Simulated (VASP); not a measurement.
A run of VASP 6.6.1 is set up as follows.

Contents of INCAR:

```
SYSTEM = PbSe
PREC = Accurate ; ENCUT = 520
EDIFF = 1E-6 ; ISMEAR = -1
SIGMA = 0.05 ; LREAL = .False.
LASPH = .True. ; NELM = 80
ALGO = Normal ; ISIF = 2
LWAVE = .False. ; LCHARG = .True.
GGA = RE ; IVDW = 12
LELF = .True. ; LVHAR = .True.
NBANDS = 17
```

File KPOINTS:

```
regular mesh
0
Gamma
  8 8 8
  0 0 0
```

Contents of POSCAR:

```
PbSe
1.0
    0.0000000000      3.0401081059      3.0401081059
    3.0401081059      0.0000000000      3.0401081059
    3.0401081059      3.0401081059      0.0000000000
Pb Se
1 1
Direct
    0.0000000000      0.0000000000      0.0000000000
    0.5000000000      0.5000000000      0.5000000000
```

Potentials or basis: VASP PAW PBE potentials, release 64 (Pb_d, Se).

The run is started by

```console
$ cat potpaw_PBE.64/Pb_d/POTCAR potpaw_PBE.64/Se/POTCAR > POTCAR
$ mpirun -np 1 vasp_std > vasp.out
```

Problem. What does it give for the band gap on the k mesh?

Solution. 0.28 eV, direct.

Problem. What does it give for the dispersion energy per atom?

Solution. -0.699 eV.

Caveat: spin-orbit coupling is left out, which moves the levels of the heavy elements.

**Measured values to compare with.**

A printed reference work, monograph reports, for a bulk crystal of PbSe at 4.2 K: band gap 0.15 eV (direct).

Measured gap of PbSe: 0.15 eV (direct; 4.2 K; a printed reference work, monograph). This calculation gives 0.28 eV (+0.13 eV). 2 values of this kind are on record (0.15 to 0.28 eV); this one was drawn at random. Spin-orbit coupling on Pb, Se is left out. The value is that of revPBE+D3(BJ) on a finite k mesh, which can miss the band edges, without temperature or zero-point motion.
